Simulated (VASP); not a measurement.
Runs of VASP 6.6.1 on Ga2O3. The structure is monoclinic, space group C2/m (No. 12). Conventional cell: a = 12.281 Å, b = 3.049 Å, c = 5.810 Å, α = 90.00°, β = 103.71°, γ = 90.00°. Around Ga (site symmetry m) lie 4 O at 1.84 to 1.87 Å. Around Ga (site symmetry m) lie 6 O at 1.94 to 2.08 Å. O (site symmetry m) is surrounded by 3 Ga at 1.84 to 1.95 Å. Around O (site symmetry m) lie 4 Ga at 1.87 to 2.08 Å. O (site symmetry m) has 3 Ga at 1.84 to 1.94 Å as nearest neighbours. 

| task | level | spin | cell | k mesh | cutoff (eV) | gap on the mesh (eV) | pressure (GPa) |
| --- | --- | --- | --- | --- | --- | --- | --- |
| relaxation of cell and atoms | PBEsol | off | relaxed | 10 × 10 × 6 | 600 | 2.22 | 0.0 |
| band structure | r2SCAN | off | C2/m, 10.56 Å³/atom | 10 × 10 × 6 | 520 | 2.95 | (a) |
| band structure | PBEsol | SOC, no magnetisation | C2/m, 10.56 Å³/atom | 8 × 8 × 4 | 520 | - | 0.2 |
| band structure | PBEsol | off | C2/m, 10.56 Å³/atom | 10 × 10 × 6 | 520 | 2.22 | 0.2 |

Alike in all rows: potentials or basis VASP PAW PBE potentials, release 64 (Ga_d, O); smearing gaussian 0.03 eV.

Q: Estimate the missing entries.

A: (a) 0.4.

Caveats: the PAW data sets were made with another functional, which shifts forces and pressure a little.

A k mesh can miss the band edges, and rows without SOC leave out spin-orbit coupling on Ga.
